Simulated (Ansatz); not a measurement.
# HgTe (rocksalt type): the cost of one run

Program: Ansatz 0.2.0. Level of theory: DFT LDA, with the methods named in each step. These are calculated values, not measurements.

### Step 1. The system as given

The structure is cubic, space group Fm-3m (No. 225). The conventional cell has a = 5.945 Å, b = 5.945 Å, c = 5.945 Å, α = 90.00°, β = 90.00°, γ = 90.00°. Around Hg (site symmetry m-3m) lie 6 Te at 2.97 Å. Te (site symmetry m-3m) has 6 Hg at 2.97 Å as nearest neighbours.

As a file:

```
Hg Te
1.0
     0.00000    2.97238    2.97238
     2.97238    0.00000    2.97238
     2.97238    2.97238    0.00000
Hg Te
1 1
Direct
  0.00000 0.00000 0.00000
  0.50000 0.50000 0.50000
```

Whether this phase is the stable one at these pressures isn't tested.

Atoms are numbered in the order of the input: Hg1, Te2.

### Step 2. The reference volume, LAPW

input.yaml

```yaml
crystal:
  lattice:
    - [0.0, 2.9723815988, 2.9723815988]
    - [2.9723815988, 0.0, 2.9723815988]
    - [2.9723815988, 2.9723815988, 0.0]
  atoms:
    - { symbol: Hg, position: [0.0, 0.0, 0.0] }
    - { symbol: Te, position: [0.5, 0.5, 0.5] }
kpoints:
  mp_grid: { grid: [12, 12, 12] }
  band_path:
    path:
      - [0.0, 0.0, 0.0]
      - [0.5, 0.0, 0.5]
      - [0.625, 0.25, 0.625]
      - [0.375, 0.375, 0.75]
      - [0.0, 0.0, 0.0]
      - [0.5, 0.5, 0.5]
      - [0.5, 0.25, 0.75]
      - [0.5, 0.0, 0.5]
    npoints: 14
scf:
  occupations: { method: fermi_dirac, width: 0.05 }
hamiltonian:
  xc: lda
  pseudopotentials: { kind: all_electron, lapw: { basis_error: 0.001 } }
output:
  forces: true
  stress: true
  eigenvalues: true
  populations: true
  dos: { projected: true, de: 0.2, e_range: [-14, 8] }
```

Launch:

```bash
$ ansatz run input.yaml --threads 1 --pin off --max-ram 2048MiB --backend cpu --events-out ev --progress --plain --runs-dir out
```

Q: Estimate wall time and peak memory on 1 thread of Intel Xeon Platinum 8488C (Sapphire Rapids), shared host.

About 30 s, with a peak of 0.49 GiB.
